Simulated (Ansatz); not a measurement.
**A strain series on LiF (rocksalt): uniaxial along x, other directions held**

LiF in the rocksalt structure, relaxed with r2SCAN in the plane-wave code Ansatz, then strained (uniaxial along x, other directions held; changes of length per length, axes as in the cell below) with the atoms relaxed again within the symmetry that is left. The symmetry is Fm-3m (No. 225, cubic); conventional cell a = 3.990 Å, 7.94 Å³ an atom. Around Li lie 6 F at 1.99 Å; around F lie 6 Li at 1.99 Å. Calculated for a static, non-magnetic cell.

```xyz
2
Lattice="0.0000 1.9949 1.9949 1.9949 0.0000 1.9949 1.9949 1.9949 0.0000" Properties=species:S:1:pos:R:3 pbc="T T T"
Li    0.0000    0.0000    0.0000
F     1.9949    1.9949    1.9949
```

Gaps are the least over each mesh (r2SCAN 10×10×10 when unstrained) and the special points, which keep their unstrained names; stress is the change from the unstrained cell, compression positive.

```tsv
strain (%)	gap, r2SCAN (eV)	edges, r2SCAN	stress along the strain, r2SCAN (GPa)	energy rise, r2SCAN (meV/atom)
0.0	10.330	Γ	0.00	0.0
+0.5	10.274	Γ	-0.67	0.1
+0.86	10.235	Γ	-1.13	0.2
+1.79	10.134	Γ	-2.23	1.0
```

Question: Estimate the row for a strain of -1.13 %.

Answer:
```tsv
strain (%)	gap, r2SCAN (eV)	edges, r2SCAN	stress along the strain, r2SCAN (GPa)	energy rise, r2SCAN (meV/atom)
-1.13	10.431	Γ	+1.68	0.5
```

Between zero and the nearest strains the slope of the r2SCAN gap against strain is -0.089 eV per percent for negative and -0.111 for positive strain.
